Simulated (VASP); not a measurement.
# Be (Im-3m) in VASP: further runs

The runs below take Be through relaxation of the atoms, single point, with PBE+D4, r2SCANh, optB88-vdW.

Everything below comes from runs of VASP 6.6.1. Logs are shortened: lines on timing, memory, paths and dates and some standing lists are left out, and cuts for length are marked.

### Step 1. Starting point

It takes space group Im-3m (No. 229, cubic). Conventional cell: a = 2.506 Å, b = 2.506 Å, c = 2.506 Å, α = 90.00°, β = 90.00°, γ = 90.00°. Around Be (site symmetry m-3m) lie 8 Be at 2.17 Å.

This isn't the form of Be at room conditions, which is hcp.

### Step 2. Relaxation of the atoms, PBE+D4, spin-orbit coupling, no magnetisation (volume scaled by 0.96)

run.py

```python
from ase.calculators.vasp import Vasp
from ase.io import read
from ase.optimize import BFGS

atoms = read('Be.cif', primitive_cell=True, subtrans_included=False)
calc = Vasp(
    directory='calc',
    xc='pbe',
    pp='PBE',
    setups='recommended',
    prec='Low',
    encut=520,
    ediff=1e-06,
    ismear=-1,
    sigma=0.02,
    lreal=False,
    lasph=True,
    nelm=80,
    algo='VeryFast',
    isif=2,
    lwave=True,
    lcharg=False,
    lorbit=11,
    lsorbit=True,
    gga_compat=False,
    ivdw=13,
    kpts=[11, 11, 11],
    gamma=True,
)
atoms.calc = calc
opt = BFGS(atoms, trajectory='relax.traj')
converged = opt.run(fmax=0.01, steps=40)
print('converged:', converged)

print('energy (eV):', atoms.get_potential_energy())
print('free energy (eV):', atoms.get_potential_energy(force_consistent=True))
print('forces (eV/A):')
print(atoms.get_forces())
print('stress (eV/A^3, Voigt):', atoms.get_stress())
print('Fermi level (eV):', calc.get_fermi_level())
print('cell (A, degrees):', atoms.cell.cellpar())
print('volume (A^3):', atoms.get_volume())
print('scaled positions:')
print(atoms.get_scaled_positions())
```

Be.cif

```cif
data_Be
_cell_length_a 2.47236962
_cell_length_b 2.47236962
_cell_length_c 2.47236962
_cell_angle_alpha 90.00000000
_cell_angle_beta 90.00000000
_cell_angle_gamma 90.00000000
_space_group_name_H-M_alt 'Im-3m'
_space_group_name_Hall '-I 4 2 3'
_space_group_IT_number 229
loop_
_space_group_symop_operation_xyz
'x,y,z'
'-x,-y,-z'
'-y,x,z'
'y,-x,-z'
'-x,-y,z'
'x,y,-z'
'y,-x,z'
'-y,x,-z'
'x,-y,-z'
'-x,y,z'
'-y,-x,-z'
'y,x,z'
'-x,y,-z'
'x,-y,z'
'y,x,-z'
'-y,-x,z'
'z,x,y'
'-z,-x,-y'
'z,-y,x'
'-z,y,-x'
'z,-x,-y'
'-z,x,y'
'z,y,-x'
'-z,-y,x'
'-z,x,-y'
'z,-x,y'
'-z,-y,-x'
'z,y,x'
'-z,-x,y'
'z,x,-y'
'-z,y,x'
'z,-y,-x'
'y,z,x'
'-y,-z,-x'
'x,z,-y'
'-x,-z,y'
'-y,z,-x'
'y,-z,x'
'-x,z,y'
'x,-z,-y'
'-y,-z,x'
'y,z,-x'
'-x,-z,-y'
'x,z,y'
'y,-z,-x'
'-y,z,x'
'x,-z,y'
'-x,z,-y'
'x+1/2,y+1/2,z+1/2'
'-x+1/2,-y+1/2,-z+1/2'
'-y+1/2,x+1/2,z+1/2'
'y+1/2,-x+1/2,-z+1/2'
'-x+1/2,-y+1/2,z+1/2'
'x+1/2,y+1/2,-z+1/2'
'y+1/2,-x+1/2,z+1/2'
'-y+1/2,x+1/2,-z+1/2'
'x+1/2,-y+1/2,-z+1/2'
'-x+1/2,y+1/2,z+1/2'
'-y+1/2,-x+1/2,-z+1/2'
'y+1/2,x+1/2,z+1/2'
'-x+1/2,y+1/2,-z+1/2'
'x+1/2,-y+1/2,z+1/2'
'y+1/2,x+1/2,-z+1/2'
'-y+1/2,-x+1/2,z+1/2'
'z+1/2,x+1/2,y+1/2'
'-z+1/2,-x+1/2,-y+1/2'
'z+1/2,-y+1/2,x+1/2'
'-z+1/2,y+1/2,-x+1/2'
'z+1/2,-x+1/2,-y+1/2'
'-z+1/2,x+1/2,y+1/2'
'z+1/2,y+1/2,-x+1/2'
'-z+1/2,-y+1/2,x+1/2'
'-z+1/2,x+1/2,-y+1/2'
'z+1/2,-x+1/2,y+1/2'
'-z+1/2,-y+1/2,-x+1/2'
'z+1/2,y+1/2,x+1/2'
'-z+1/2,-x+1/2,y+1/2'
'z+1/2,x+1/2,-y+1/2'
'-z+1/2,y+1/2,x+1/2'
'z+1/2,-y+1/2,-x+1/2'
'y+1/2,z+1/2,x+1/2'
'-y+1/2,-z+1/2,-x+1/2'
'x+1/2,z+1/2,-y+1/2'
'-x+1/2,-z+1/2,y+1/2'
'-y+1/2,z+1/2,-x+1/2'
'y+1/2,-z+1/2,x+1/2'
'-x+1/2,z+1/2,y+1/2'
'x+1/2,-z+1/2,-y+1/2'
'-y+1/2,-z+1/2,x+1/2'
'y+1/2,z+1/2,-x+1/2'
'-x+1/2,-z+1/2,-y+1/2'
'x+1/2,z+1/2,y+1/2'
'y+1/2,-z+1/2,-x+1/2'
'-y+1/2,z+1/2,x+1/2'
'x+1/2,-z+1/2,y+1/2'
'-x+1/2,z+1/2,-y+1/2'
loop_
_atom_site_label
_atom_site_type_symbol
_atom_site_symmetry_multiplicity
_atom_site_Wyckoff_symbol
_atom_site_fract_x
_atom_site_fract_y
_atom_site_fract_z
_atom_site_occupancy
Be1 Be 2 a 0.0000000000 0.0000000000 0.0000000000 1
```

Potentials or basis: VASP PAW PBE potentials, release 64 (Be).

Launch:

```console
$ python run.py
```

Log:

```text
Step     Time          Energy          fmax
BFGS:    0       -3.773077        0.000000
converged: True
energy (eV): -3.77283178
free energy (eV): -3.77307666
forces (eV/A):
[[ 0.  0. -0.]]
stress (eV/A^3, Voigt): [-1.40148136e-02 -1.40148136e-02 -1.40148136e-02 -1.52150516e-06
 -1.52149892e-06 -1.52150516e-06]
Fermi level (eV): 8.09053941
cell (A, degrees): [  2.1411349    2.1411349    2.1411349  109.47122063 109.47122063
 109.47122063]
volume (A^3): 7.556317532581412
scaled positions:
[[0. 0. 0.]]
```

OUTCAR:

```text
ENCUT = 520.000000
   EDIFF = 1.00e-06
   GGA = PE
   PREC = Low
   ISIF = 2
   ISMEAR = -1
   LORBIT = 11
   NELM = 80
   IVDW = 13
   LASPH = .TRUE.
   LSORBIT = .TRUE.
   LREAL = .FALSE.

 ion  position               nearest neighbor table
   1  0.000  0.000  0.000-

  LATTYP: Found a body centered cubic cell.
 ALAT       =     2.4723696200

  Lattice vectors:

 A1 = (  -1.2361848100,   1.2361848100,   1.2361848100)
 A2 = (   1.2361848100,  -1.2361848100,   1.2361848100)
 A3 = (   1.2361848100,   1.2361848100,  -1.2361848100)

Analysis of symmetry for initial positions (statically):
=====================================================================
 Subroutine PRICEL returns:
 Original cell was already a primitive cell.

 Routine SETGRP: Setting up the symmetry group for a
 body centered cubic supercell.

 Subroutine GETGRP returns: Found 48 space group operations
 (whereof 48 operations were pure point group operations)
 out of a pool of 48 trial point group operations.

The static configuration has the point symmetry O_h .

Analysis of symmetry for dynamics (positions and initial velocities):
=====================================================================
 Subroutine PRICEL returns:
 Original cell was already a primitive cell.

 Routine SETGRP: Setting up the symmetry group for a
 body centered cubic supercell.

 Subroutine GETGRP returns: Found 48 space group operations
 (whereof 48 operations were pure point group operations)
 out of a pool of 48 trial point group operations.

The dynamic configuration has the point symmetry O_h .

[... 213 lines left out ...]
   0.672E-20 0.388E-20 0.529E-20   0.762E-16 0.352E-16 0.109E-15   -.414E-23 -.248E-23 -.414E-23   0.120E-18 -.188E-16 -.210E-16
 -----------------------------------------------------------------------------------------------
   0.672E-20 0.388E-20 0.529E-20   0.762E-16 0.352E-16 0.109E-15   -.414E-23 -.248E-23 -.414E-23   0.120E-18 -.188E-16 -.210E-16

 POSITION                                       TOTAL-FORCE (eV/Angst)
 -----------------------------------------------------------------------------------
      0.00000      0.00000      0.00000         0.000000      0.000000     -0.000000
 -----------------------------------------------------------------------------------
    total drift:                                0.000000      0.000000      0.000000

--------------------------------------------------------------------------------------------------------

  FREE ENERGIE OF THE ION-ELECTRON SYSTEM (eV)
  ---------------------------------------------------
  free  energy   TOTEN  =        -3.7730766599 eV

  energy  without entropy=       -3.7725868954  energy(sigma->0) =       -3.77283178

--------------------------------------------------------------------------------------------------------

--------------------------------------------------------------------------------------------------------

 writing wavefunctions

 Spin-Orbit-Coupling matrix elements

 Ion:    1  E_soc:     -0.0000004
 l=   1
     0.0000000    -0.0000001    -0.0000001
    -0.0000001     0.0000000    -0.0000001
    -0.0000001    -0.0000001     0.0000000
 l=   2
     0.0000000     0.0000000     0.0000000     0.0000000     0.0000000
     0.0000000     0.0000000     0.0000000     0.0000000     0.0000000
     0.0000000     0.0000000     0.0000000     0.0000000     0.0000000
     0.0000000     0.0000000     0.0000000     0.0000000     0.0000000
     0.0000000     0.0000000     0.0000000     0.0000000     0.0000000
 l=   3
     0.0000000     0.0000000     0.0000000     0.0000000     0.0000000     0.0000000     0.0000000
     0.0000000     0.0000000     0.0000000     0.0000000     0.0000000     0.0000000     0.0000000
     0.0000000     0.0000000     0.0000000     0.0000000     0.0000000     0.0000000     0.0000000
     0.0000000     0.0000000     0.0000000     0.0000000     0.0000000     0.0000000     0.0000000
     0.0000000     0.0000000     0.0000000     0.0000000     0.0000000     0.0000000     0.0000000
     0.0000000     0.0000000     0.0000000     0.0000000     0.0000000     0.0000000     0.0000000
     0.0000000     0.0000000     0.0000000     0.0000000     0.0000000     0.0000000     0.0000000

 total charge

# of ion       s       p       d       tot
------------------------------------------
    1        0.400   0.811   0.000   1.211

 magnetization (x)

# of ion       s       p       d       tot
------------------------------------------
    1       -0.000  -0.000   0.000  -0.000

 magnetization (y)

# of ion       s       p       d       tot
------------------------------------------
    1       -0.000  -0.000   0.000  -0.000

 magnetization (z)

# of ion       s       p       d       tot
------------------------------------------
    1       -0.000  -0.000   0.000  -0.000

=======================================================================
```

INCAR:

```text
ENCUT = 520.000000
SIGMA = 0.020000
EDIFF = 1.00e-06
ALGO = VeryFast
GGA = PE
PREC = Low
ISIF = 2
ISMEAR = -1
LORBIT = 11
NELM = 80
IVDW = 13
LASPH = .TRUE.
LCHARG = .FALSE.
LWAVE = .TRUE.
LSORBIT = .TRUE.
GGA_COMPAT = .FALSE.
LREAL = .FALSE.
```

Run time: 37 s. Hardware: 1 thread of AMD EPYC 7R43 (Zen 3), shared host; peak memory 0.09 GiB.

These settings aren't checked as converged (typed here: ALGO = VeryFast; PREC = Low): the numbers below hold their error.

What came out:

| Quantity | Value |
| --- | --- |
| Free energy | -3.7731 eV |
| Pressure after relaxing | 2.2 GPa |
| Valence electrons inside the program's atomic spheres | Be 1.21 |
| Dispersion energy per atom | -0.119 eV |

Caveat: the relaxation stopped at its first step, so nothing moved.

### Step 3. Relaxation of the atoms, r2SCANh (cell strained at random at fixed volume)

POSCAR

```
Be
2.164
   -0.572351201479      0.585334103512      0.574240757856
    0.572315619224     -0.576548983364      0.565420517560
    0.586740295749      0.590938077634     -0.565455637708
Be
1
Direct
    0.0000000000      0.0000000000      0.0000000000
```

INCAR.step1

```
SYSTEM = Be
  PREC = Accurate
  ENCUT = 520
  EDIFF = 1E-5
  ISMEAR = 1
  SIGMA = 0.2
  LREAL = .FALSE.
  LASPH = .TRUE.
  NELM = 80
  ALGO = Normal
  LWAVE = .TRUE.
  LCHARG = .FALSE.
  GGA = PE
```

INCAR.step2

```
SYSTEM = Be
  PREC = Accurate
  ENCUT = 520
  EDIFF = 1E-7
  ISMEAR = 1
  SIGMA = 0.2
  LREAL = .FALSE.
  LASPH = .TRUE.
  NELM = 80
  ALGO = Normal
  ISIF = 2
  LWAVE = .FALSE.
  LCHARG = .FALSE.
  METAGGA = R2SCAN
  LHFCALC = .TRUE.
  AEXX = 0.1
  LMIXTAU = .TRUE.
  PRECFOCK = Fast
  IBRION = 2
  NSW = 60
  EDIFFG = -0.005
  ISTART = 1
```

KPOINTS

```
regular mesh
0
G
  8 8 8
  0 0 0
```

Potentials or basis: VASP PAW PBE potentials, release 64 (Be).

Launch:

```console
$ cat potpaw_PBE.64/Be/POTCAR > POTCAR
$ cp INCAR.step1 INCAR
$ mpirun -np 1 vasp_std > vasp.out
$ cp INCAR.step2 INCAR
$ mpirun -np 1 vasp_std > vasp.out
```

OUTCAR:

```text
SYSTEM = Be
   PREC = Accurate
   ENCUT = 520
   EDIFF = 1E-7
   ISMEAR = 1
   LREAL = .FALSE.
   LASPH = .TRUE.
   NELM = 80
   ISIF = 2
   METAGGA = R2SCAN
   LHFCALC = .TRUE.
   AEXX = 0.1
   PRECFOCK = Fast
   IBRION = 2
   NSW = 60
   EDIFFG = -0.005
   ISTART = 1

 ion  position               nearest neighbor table
   1  0.000  0.000  0.000-

  LATTYP: Found a triclinic cell.
 ALAT       =     2.1639506154
 B/A-ratio  =     1.6255931187
[... 390 lines left out ...]
      5      36.8803      0.00000

 [... further k-points ...]

------------------------ aborting loop because EDIFF is reached ----------------------------------------

  FORCE on cell =-STRESS in cart. coord.  units (eV):
  Direction    XX          YY          ZZ          XY          YZ          ZX
  --------------------------------------------------------------------------------------
  -------------------------------------------------------------------------------------
  Total       -0.0124752     -0.1310670      0.0598551     -0.1216758     -0.1343473     -0.0321948
  in kB       -2.5393332    -26.6787252     12.1835199    -24.7671408    -27.3464369     -6.5532653
  external PRESSURE =      -5.6781795 kB  Pullay stress =       0.0000000 kB

 VOLUME and BASIS-vectors are now :
 -----------------------------------------------------------------------------
  energy-cutoff  :      520.00
  volume of cell :        7.87
      direct lattice vectors                 reciprocal lattice vectors
    -1.238568000  1.266663000  1.242657000    -0.004828347  0.389910539  0.402471889
     1.238491000 -1.247652000  1.223570000     0.398803221 -0.007907381  0.405551085
     1.269706000  1.278790000 -1.223646000     0.393875089  0.388061439 -0.002979088

 POSITION                                       TOTAL-FORCE (eV/Angst)
 -----------------------------------------------------------------------------------
      0.00000      0.00000      0.00000         0.000000      0.000000      0.000000
 -----------------------------------------------------------------------------------
    total drift:                                0.000000     -0.000000     -0.000000

  FREE ENERGIE OF THE ION-ELECTRON SYSTEM (eV)
  ---------------------------------------------------
  free  energy   TOTEN  =        -4.2384838266 eV

  energy  without entropy=       -4.2393583324  energy(sigma->0) =       -4.23877533

 reached required accuracy - stopping structural energy minimisation
```

OUTCAR.step1:

```text
SYSTEM = Be
   PREC = Accurate
   ENCUT = 520
   EDIFF = 1E-5
   ISMEAR = 1
   LREAL = .FALSE.
   LASPH = .TRUE.
   NELM = 80
[... 413 lines left out ...]
 -----------------------------------------------------------------------------------
      0.00000      0.00000      0.00000        -0.000000     -0.000000      0.000000
 -----------------------------------------------------------------------------------
    total drift:                                0.000000     -0.000000     -0.000000

  FREE ENERGIE OF THE ION-ELECTRON SYSTEM (eV)
  ---------------------------------------------------
  free  energy   TOTEN  =        -3.6760102820 eV

  energy  without entropy=       -3.6760422559  energy(sigma->0) =       -3.67602094
```

Run time: 4.6 min. Hardware: 1 thread of AMD EPYC 9R45 (Zen 5), shared host; peak memory 0.09 GiB.

What came out:

| Item | Value |
| --- | --- |
| Free energy | -4.2385 eV |
| Pressure after relaxing | -0.6 GPa |
| Band gap on the k mesh | none (metal or under the smearing width) |

Final structure:
```
Be
1.0
    -1.23857    1.26666    1.24266
     1.23849   -1.24765    1.22357
     1.26971    1.27879   -1.22365
Be
1
Cartesian
  0.0000 0.0000 0.0000
```

Caveat: the k mesh is coarse (spacing up to 0.45 Å⁻¹), so the values aren't converged, least of all with exact exchange; the relaxation stopped at its first step, so nothing moved; the PAW data sets were made with another functional, which shifts forces and pressure a little.

### Step 4. Single point, optB88-vdW

run.py

```python
from ase.calculators.vasp import Vasp
from ase.dft.bandgap import bandgap
from ase.io import read

atoms = read('POSCAR')
calc = Vasp(
    directory='calc',
    xc='optb88-vdw',
    pp='PBE',
    setups={'base': 'minimal', 'Be': '_GW'},
    prec='Accurate',
    encut=550,
    ediff=1e-06,
    ismear=-5,
    sigma=0.05,
    lreal=False,
    lasph=True,
    nelm=100,
    algo='Normal',
    isif=2,
    lwave=False,
    lcharg=False,
    kpts=[15, 15, 15],
    gamma=True,
    nbands=7,
)
atoms.calc = calc

print('energy (eV):', atoms.get_potential_energy())
print('free energy (eV):', atoms.get_potential_energy(force_consistent=True))
print('forces (eV/A):')
print(atoms.get_forces())
print('stress (eV/A^3, Voigt):', atoms.get_stress())
print('Fermi level (eV):', calc.get_fermi_level())
gap, top, bottom = bandgap(calc)
print('band gap (eV):', gap, 'from (spin, k, band)', top, 'to', bottom)
```

POSCAR

```
Be
1.0
   -1.2531209513      1.2531209513      1.2531209513
    1.2531209513     -1.2531209513      1.2531209513
    1.2531209513      1.2531209513     -1.2531209513
Be
1
Direct
    0.0000000000      0.0000000000      0.0000000000
```

Potentials or basis: VASP PAW PBE potentials, release 64 (Be_GW).

Launch:

```console
$ python run.py
```

Run time: 16 s. Hardware: 1 thread of AMD EPYC 7R13 (Zen 3), shared host; peak memory 0.18 GiB.

The run converged. Its results:

```yaml
Free_energy: -2.9805 eV
Pressure: 0.0 GPa
Band_gap_on_the_k_mesh: none (metal or under the smearing width)
```

Levels at points of the mesh, in eV from the Fermi level:
| k point | band 1 | band 2 | band 3 | band 4 | band 5 | band 6 |
| --- | --- | --- | --- | --- | --- | --- |
| (0.00, 0.00, 0.00) | -12.34 | 18.97 | 18.97 | 18.97 | 30.61 | 30.61 |

Caveat: the PAW data sets were made with another functional, which shifts forces and pressure a little.
